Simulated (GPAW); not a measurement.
Runs of GPAW 26.7.0 on HgSe. It takes space group F-43m (No. 216, cubic). The conventional cell has a = 6.078 Å, b = 6.078 Å, c = 6.078 Å, α = 90.00°, β = 90.00°, γ = 90.00°. Around Hg (site symmetry -43m) lie 4 Se at 2.63 Å. Around Se (site symmetry -43m) lie 4 Hg at 2.63 Å. 

| task | level | potentials or basis | spin | cutoff (eV) | maxiter | band path | band points | eigensolver | spin axis theta (degrees) | other keys | pressure (GPa) | V0 of scaled cells (Å³/atom) | B0 (GPa) |
| --- | --- | --- | --- | --- | --- | --- | --- | --- | --- | --- | --- | --- | --- |
| equation of state | PBEsol+D3 | PAW data sets generated in the run's folder for this functional, pw | off | 600 | 150 | - | - | - | - | - | - | 28.01 | 57 |
| equation of state | PBE+D3(BJ) | GPAW PAW data sets (gpaw-data 1.2.1), pw | off | 600 | 150 | - | - | - | - | - | - | (a) | 48 |
| equation of state | RPBE+D3(BJ) | the program's PAW data sets (release 1.2.1) made for this functional, pw | off | 600 | 150 | - | - | - | - | - | - | 27.15 | (b) |
| equation of state | WC | PAW data sets generated in the run's folder for this functional, pw | off | 600 | 150 | - | - | - | - | - | - | (c) | 51 |
| single point | PBE | GPAW PAW data sets (gpaw-data 1.2.1), pw | off | 900 | 100 | - | - | - | - | several, not listed | 5.1 | - | - |
| band structure | BLYP | PAW data sets generated in the run's folder for this functional, pw | SOC, no magnetisation | 600 | 150 | GXWKGLUWLK,UX | 60 | davidson | 0 | - | 8.6 | - | - |

Alike in all rows: cell as given; k mesh 6 × 6 × 6; smearing fermi-dirac 0.05 eV.

Task: Estimate the missing entries.

Result: (a) 29.61; (b) 62; (c) 29.15.

Caveats: spin-orbit coupling was added after a scalar SCF, so levels and gaps hold it while energy, forces, pressure and moments don't (some runs).
